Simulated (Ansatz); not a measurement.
## TiAl$_{3}$ (Pm-3m), a film clamped to a substrate

Computed with DFT PBEsol, scalar-relativistic, plane waves, PAW (Ansatz 0.2.0). Cutoff 420 eV, Γ-centred 12×12×12 k-points, Gaussian smearing of 0.15 eV. No spin polarisation. Energies are free energies at this smearing, counted from the undisturbed cell; pressure is positive in compression.

The undisturbed cell (relaxed at this level; this form isn't the usual structure):

```
Ti Al
1.0
     3.94834    0.00000    0.00000
     0.00000    3.94834    0.00000
     0.00000    0.00000    3.94834
Ti Al
1 3
Direct
  0.00000 0.00000 0.00000
  0.50000 0.50000 0.00000
  0.50000 0.00000 0.50000
  0.00000 0.50000 0.50000
```

The cell (4 atoms, V0 = 61.55 Å³) is strained by p along both x and y and by q along z, fractional coordinates fixed. τp = (1/V0) ∂E/∂p = (σxx + σyy)(1 + p)(1 + q) and τq = (1/V0) ∂E/∂q = σzz(1 + p)², with tension positive.

| p | q | ΔE (meV/atom) | τp (GPa) | τq (GPa) |
| --- | --- | --- | --- | --- |
| 0.000 | 0.000 | 0.00 | -0.07 | -0.04 |
| -0.015 | 0.000 | 6.07 | -8.53 | -2.22 |
| 0.015 | 0.000 | 5.39 | 7.41 | 2.01 |
| 0.000 | -0.015 | 2.22 | -2.26 | -3.09 |
| 0.000 | 0.015 | 1.98 | 1.97 | 2.75 |

Problem. Get the second derivatives of the energy density.

Solution. Central differences give A = ∂τp/∂p = 531 GPa (C11 + C22 + 2 C12), C = ∂τq/∂q = 195 GPa (C33) and the cross term B = ∂τq/∂p = 141 GPa (C13 + C23); ∂τp/∂q = 141 GPa must equal B, and any difference shows higher-order terms. The ions are clamped. In a cubic crystal C11 = C = 195, C12 = B/2 = 70 GPa and A should be 2(C11 + C12) = 530 GPa; the bulk modulus is (C11 + 2 C12)/3 = 112 GPa.

Problem. A film of this crystal grows with z along the normal on a substrate that imposes p. How does its thickness respond, and what does the misfit cost?

Solution. Count p and q from the stress-free cell. A free surface needs τq = 0, so q = −(B/C) p = -0.72 p. The energy density left is (A − B²/C) p²/2 = M p², with the biaxial modulus M = 215 GPa; a misfit of 1 % costs 2.06 meV/atom, against 2.55 meV/atom if the thickness were held.

At p = 0.030 the energies along q are 17.9 (q = -0.030), 17.3 (q = -0.015), 20.9 (q = 0.000), 28.4 (q = 0.015), 39.4 (q = 0.030) meV/atom.

Problem. Does the linear rule hold at this misfit?

Solution. A parabola through the lowest point and its neighbours has its minimum at q = -0.020, 17.0 meV/atom. With the stress left in the starting cell, τp0 and τq0, linear elasticity gives q = −(τq0 + Bp)/C = -0.022 and E = V0(τp0 p + τq0 q + Ap²/2 + Bpq + Cq²/2)/N = 18.4 meV/atom. The two agree within a tenth in energy.

In a metal these slopes depend on the k mesh and the smearing.

The film resists misfit mainly through its in-plane stiffness, and letting the thickness relax recovers only a modest part of the elastic cost. This follows from C12 (70 GPa) being well below C11 (195 GPa): stretching one cube axis pulls only weakly on the others. Directional Ti d–Al p hybridisation, which resists changes of shape as well as volume, probably contributes.

Compression costs more than equal tension along both strain paths, and the residual stress explains only part of this. The rest is the usual anharmonicity, as short-range repulsion steepens while stretched bonds soften. It also explains why linear elasticity overestimates the energy at the larger tensile misfit.

Holding the fractional coordinates fixed costs nothing here, because every atom sits on an inversion centre that these strains preserve. The constants therefore already include internal relaxation within this four-atom cell. C11 exceeding C12 indicates resistance to a uniform tetragonal distortion, but not to shear governed by C44 or to the atomic reshuffling that leads to the usual tetragonal structure.
